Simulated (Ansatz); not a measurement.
Bi:

```
Bi
1.0
    -1.98143    1.98143    1.98143
     1.98143   -1.98143    1.98143
     1.98143    1.98143   -1.98143
Bi
1
Cartesian
  0.0000 0.0000 0.0000
```

This isn't the form of Bi at room conditions, which is rhombohedral.

- Program: Ansatz 0.2.0
- Task: relaxation of cell and atoms
- Functional: PBEsol0
- Potentials or basis: Ansatz PAW
- Cutoff: 420 eV (not typed: the program's choice for these potentials)
- k mesh: 5 × 5 × 5
- Occupations: fermi-dirac, width 0.05 eV
- Spin: no spin polarisation

At the start: volume 31.12 Å³/atom.

Problem. How do energy, volume and symmetry change on relaxing?

Solution. It ends after 5 steps and the volume is 29.03 Å³/atom (-6.7 %); space group Im-3m (No. 229, to 0.05 Å).

The path:
| step | energy change (eV) | largest force (eV/Å) | volume (Å³) |
| --- | --- | --- | --- |
| 1 | 0.0000 | 0.0000 | 31.12 |
| 2 | -0.0409 | 0.0000 | 29.28 |
| 3 | -0.0410 | 0.0000 | 28.78 |
| 4 | -0.0414 | 0.0000 | 29.03 |
| 5 | -0.0410 | 0.0000 | 29.03 |

Final structure:
```cif
data_structure
_symmetry_space_group_name_H-M 'P 1'
_symmetry_Int_Tables_number 1
_cell_length_a 3.3533
_cell_length_b 3.3533
_cell_length_c 3.3533
_cell_angle_alpha 109.471
_cell_angle_beta 109.471
_cell_angle_gamma 109.471
_cell_volume 29.03
loop_
_atom_site_label
_atom_site_type_symbol
_atom_site_fract_x
_atom_site_fract_y
_atom_site_fract_z
_atom_site_occupancy
Bi1 Bi 0.00000 0.00000 0.00000 1
```

Caveat: the k mesh is coarse (spacing up to 0.45 Å⁻¹), so the values aren't converged, least of all with exact exchange; the plane-wave basis is chosen anew once the cell has moved, so the energies of steps on either side of that aren't comparable; the PAW data sets come from PBE, with cores solved anew for the run's functional, which leaves a small shift of forces and pressure.
